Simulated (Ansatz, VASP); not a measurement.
**Al in VASP and in Ansatz**

File POSCAR:

```
Al
1.0
    3.1814494936      0.0000000000      0.0000000000
   -1.5907247468      2.7552160823      0.0000000000
    0.0000000000      0.0000000000      4.8668500000
Al
2
Direct
    0.6666666667      0.3333333333      0.7500000000
    0.3333333333      0.6666666667      0.2500000000
```

Contents of INCAR.step1:

```
SYSTEM = Al
PREC     = Accurate       ! precision mode
ENCUT    = 520            ! plane-wave cutoff, eV
ISMEAR   = 0              ! smearing method
SIGMA    = 0.15           ! smearing width, eV
LREAL    = .FALSE.        ! projectors in reciprocal space
LASPH    = .TRUE.         ! aspherical terms in the spheres
NELM     = 80             ! most SCF steps
NBANDS   = 10             ! bands
GGA      = PE             ! functional
ALGO     = Normal         ! electronic algorithm
EDIFF    = 1E-4           ! SCF threshold, eV
LWAVE    = .TRUE.         ! write WAVECAR
LCHARG   = .FALSE.        ! write CHGCAR
```

File INCAR.step2:

```
SYSTEM = Al
PREC     = Accurate       ! precision mode
ENCUT    = 520            ! plane-wave cutoff, eV
EDIFF    = 1E-6           ! SCF threshold, eV
ISMEAR   = 0              ! smearing method
SIGMA    = 0.15           ! smearing width, eV
LREAL    = .FALSE.        ! projectors in reciprocal space
LASPH    = .TRUE.         ! aspherical terms in the spheres
NELM     = 80             ! most SCF steps
ALGO     = Normal         ! electronic algorithm
ISIF     = 2              ! what is computed and relaxed
LWAVE    = .FALSE.        ! write WAVECAR
LCHARG   = .FALSE.        ! write CHGCAR
METAGGA  = R2SCAN         ! meta-GGA
LMIXTAU  = .TRUE.       
NBANDS   = 10             ! bands
ISTART   = 1
```

The input KPOINTS:

```
regular mesh
0
G
  18 18 10
  0 0 0
```

Input for Ansatz:

```yaml
crystal:
  lattice:
    - [3.1814494936, 0.0, 0.0]
    - [-1.5907247468, 2.7552160823, 0.0]
    - [0.0, 0.0, 4.86685]
  atoms:
    - { symbol: Al, position: [0.6666666667, 0.3333333333, 0.75] }
    - { symbol: Al, position: [0.3333333333, 0.6666666667, 0.25] }
basis:
  ecutwfc: 500
kpoints:
  mp_grid: { grid: [18, 18, 10] }
hamiltonian:
  xc: r2scan
scf:
  occupations: { method: gaussian, width: 0.15 }
output:
  forces: true
  stress: true
  eigenvalues: true
```

Change from the starting cell: strain +0.1312 x Voigt [1, 1, 0, 0, 0, 0], atoms carried along.

Alike in both runs: task single point; functional r2SCAN; k mesh 18 × 18 × 10; occupations gaussian, width 0.15 eV; no spin polarisation.

|  | VASP | Ansatz |
| --- | --- | --- |
| version | VASP 6.6.1 | Ansatz 0.2.0 |
| potentials or method | VASP PAW PBE potentials, release 64 (Al) | scalar-relativistic, plane waves, PAW |
| plane-wave cutoff (eV) | 520 | 500 |
| valence electrons in the cell | 6 | 6 |

VASP gave:

- gap on the k mesh at the Fermi level (eV): none
- pressure (GPa): -12.7
- largest component of the traceless stress (GPa): 0.74

**Question.** Which values does Ansatz return?

**Answer.** gap on the k mesh at the Fermi level (eV): none; pressure (GPa): -12.5; largest component of the traceless stress (GPa): 0.76.

A gap of «none» marks a metal or a gap that the smearing closes. With one functional, cell and mesh, what is left measures potentials, basis and numerics.

Caveats: the PAW data sets were made with another functional, which shifts forces and pressure a little (VASP).
